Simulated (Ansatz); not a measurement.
**MnO: strain and displacement**

```
Mn O
1.0
     0.00000    2.22200    2.22200
     2.22200    0.00000    2.22200
     2.22200    2.22200    0.00000
Mn O
1 1
Direct
  0.00000 0.00000 0.00000
  0.50000 0.50000 0.50000
```

Atom numbers follow the list: Mn1, O2.

Conventional cell: a = 4.444 Å, b = 4.444 Å, c = 4.444 Å, α = 90.00°, β = 90.00°, γ = 90.00°. Around Mn (atom 1) lie 6 O at 2.22 Å. Around O (atom 2) lie 6 Mn at 2.22 Å.

The cell is COD entry 1514105, as deposited and not checked against the literature; nothing was relaxed.

Semilocal functionals without U often leave such compounds metallic or with too small a gap, and the real magnetic order may differ.

The magnetic state is the one reached from the start moments; no search over orders was made, so it needn't be the ground state.

Theory: Ansatz 0.2.0, DFT, PBE, all-electron LAPW, scalar-relativistic.

Settings: a Γ-centred 16×16×16 k mesh, Fermi–Dirac smearing of 0.05 eV, basis error target 0.25 meV/atom, spin-polarised from start moments Mn1 4 μB.

The unchanged cell is at -0.13 GPa.

In a metal, stresses and small energies carry noise from the k mesh.

x, y and z are the Cartesian axes of the cell as listed; fractional coordinates follow a strain, and an engineering shear is twice the off-diagonal strain component.

**Question.** One change gave: energy change +3 meV/atom; stress change (xx, yy, zz, yz, xz, xy) -0.01, -0.01, -0.01, 1.25, 1.25, 1.25 GPa, compression positive; moment 4.76 → 4.76 μB. Which change was it?
A. equal xy, yz and zx engineering shear strains of -3 %
B. equal xy, yz and zx engineering shear strains of +1 %
C. equal xy, yz and zx engineering shear strains of +3 %
D. equal xy, yz and zx engineering shear strains of -1 %
E. equal xy, yz and zx engineering shear strains of -2 %
F. equal xy, yz and zx engineering shear strains of +2 %

**Answer.** E. For equal xy, yz and zx engineering shear strains of -3 %: energy change +6 meV/atom; stress change (xx, yy, zz, yz, xz, xy) -0.03, -0.03, -0.03, 1.86, 1.86, 1.86 GPa, compression positive; moment 4.76 → 4.76 μB. For equal xy, yz and zx engineering shear strains of -1 %: energy change under 1 meV/atom; stress change (xx, yy, zz, yz, xz, xy) 0.00, 0.00, 0.00, 0.64, 0.64, 0.64 GPa, compression positive; moment 4.76 → 4.76 μB. For equal xy, yz and zx engineering shear strains of +2 %: energy change +3 meV/atom; stress change (xx, yy, zz, yz, xz, xy) -0.02, -0.02, -0.02, -1.32, -1.32, -1.32 GPa, compression positive; moment 4.76 → 4.76 μB. For equal xy, yz and zx engineering shear strains of +1 %: energy change under 1 meV/atom; stress change (xx, yy, zz, yz, xz, xy) 0.00, 0.00, 0.00, -0.65, -0.65, -0.65 GPa, compression positive; moment 4.76 → 4.76 μB. For equal xy, yz and zx engineering shear strains of +3 %: energy change +6 meV/atom; stress change (xx, yy, zz, yz, xz, xy) -0.05, -0.05, -0.05, -2.02, -2.02, -2.02 GPa, compression positive; moment 4.76 → 4.76 μB.
